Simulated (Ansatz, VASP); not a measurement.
**KTaO3: VASP beside Ansatz**

File INCAR:

```
SYSTEM = KTaO3
PREC     = Accurate       ! precision mode
ENCUT    = 600            ! plane-wave cutoff, eV
EDIFF    = 1E-7           ! SCF threshold, eV
ISMEAR   = 0              ! smearing method
SIGMA    = 0.02           ! smearing width, eV
LREAL    = .False.        ! projectors in reciprocal space
LASPH    = .True.         ! aspherical terms in the spheres
NELM     = 100            ! most SCF steps
ALGO     = Normal         ! electronic algorithm
ISIF     = 3              ! what is computed and relaxed
LWAVE    = .False.        ! write WAVECAR
LCHARG   = .False.        ! write CHGCAR
GGA      = PE             ! functional
IBRION   = 2              ! ionic algorithm
NSW      = 100            ! ionic steps
EDIFFG   = -0.005         ! ionic threshold
```

The input KPOINTS:

```
Automatic mesh
0
Gamma
  8 8 8
  0 0 0
```

The input POSCAR:

```
KTaO3
1.0
    3.9948813700      0.0000000000      0.0000000000
    0.0000000000      3.9948813700      0.0000000000
    0.0000000000      0.0000000000      3.9948813700
K Ta O
1 1 3
Direct
    0.5000000000      0.5000000000      0.5000000000
    0.0000000000      0.0000000000      0.0000000000
    0.0000000000      0.5000000000      0.0000000000
    0.0000000000      0.0000000000      0.5000000000
    0.5000000000      0.0000000000      0.0000000000
```

Input for Ansatz:

```yaml
crystal:
  lattice:
    - [3.99488137, 0.0, 0.0]
    - [0.0, 3.99488137, 0.0]
    - [0.0, 0.0, 3.99488137]
  atoms:
    - { symbol: K, position: [0.5, 0.5, 0.5] }
    - { symbol: Ta, position: [0.0, 0.0, 0.0] }
    - { symbol: O, position: [0.0, 0.5, 0.0] }
    - { symbol: O, position: [0.0, 0.0, 0.5] }
    - { symbol: O, position: [0.5, 0.0, 0.0] }
basis:
  ecutwfc: 420
kpoints:
  mp_grid: { grid: [8, 8, 8] }
hamiltonian:
  xc: pbe
scf:
  occupations: { method: gaussian, width: 0.02 }
output:
  forces: true
  stress: true
  eigenvalues: true
relax:
  adjacent_minimum: "off"
  f_tol: 0.005
  max_steps: 80
  cell: { stress_tol: 0.05 }
```

The cell is a database's computed one.

Alike in both runs: task relaxation of cell and atoms; functional PBE; k mesh 8 × 8 × 8; occupations gaussian, width 0.02 eV; no spin polarisation.

```csv
,VASP,Ansatz
version,VASP 6.6.1,Ansatz 0.2.0
potentials or method,"VASP PAW PBE potentials, release 64 (K_sv, Ta_pv, O)","scalar-relativistic, plane waves, PAW"
plane-wave cutoff (eV),600,420
valence electrons in the cell,38,40
```

|  | VASP | Ansatz | Ansatz less VASP |
| --- | --- | --- | --- |
| gap on the k mesh at the Fermi level, each at its own relaxed structure (eV) | 2.11 | 2.16 | +0.050 |
| relaxed volume (Å³/atom) | 13.07 | 13.04 | -0.032 |
| relaxed cell length with the largest relative difference (Å) | 4.028 | 4.024 | -0.0033 |
| energy change over the relaxation (meV/atom) | -5 | -4 | +0.8 |

The two sets of potentials don't hold the same shells in valence.

Caveats: spin-orbit coupling is left out, which moves the levels of the heavy elements. A k mesh can miss the band edges. PBE gaps usually lie below the measured ones, often by a third to a half.
